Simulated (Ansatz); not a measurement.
# What uniaxial stress, 3 GPa compression along x does to ZnTe

Take ZnTe in the zinc blende structure (space group F-43m, No. 216; a = 6.113 Å) as the base. Axes: x, y, z lie along the cube axes.

Perturbation: uniaxial stress, 3 GPa compression along x; all other stress components relax to zero.

Method: plane-wave PAW DFT at the r2SCAN level (Ansatz, a first-principles code, 500 eV), scalar-relativistic without spin-orbit coupling. k-mesh 9×9×9 (Γ-centred); smearing 0.05 eV (Fermi–Dirac).

The volume per atom falls by 0.65 Å³ to 27.91 Å³ and the space group becomes I-4m2 (No. 119) (base: F-43m (No. 216)). The shortest interatomic distance drops by 0.012 Å to 2.635 Å and the energy goes up by 25 meV/atom. The band gap decreases by 0.18 eV, from 1.79 eV to 1.61 eV and the gap character stays direct at Γ. The electron mass changes from 0.11 mₑ (at Γ) to 0.12 mₑ along x, 0.11 mₑ across (at Γ) and the hole mass comes out as 0.12 mₑ along x, 0.43 mₑ across (at Γ). The valence-band top at Γ (three highest levels, from the VBM) goes from 0.00, 0.00, 0.00 eV to 0.00, -0.37, -0.37 eV and the strain response (xx, yy, zz) comes out as (−8.37, +3.27, +3.27) %.

Spin-orbit coupling, missing from the scalar runs, can matter with Te. Masses are band curvatures over ±0.01 Å⁻¹ around the edge. Stability under load was not tested beyond the relaxation. Labels are those of the standard path for the cell's own space group.
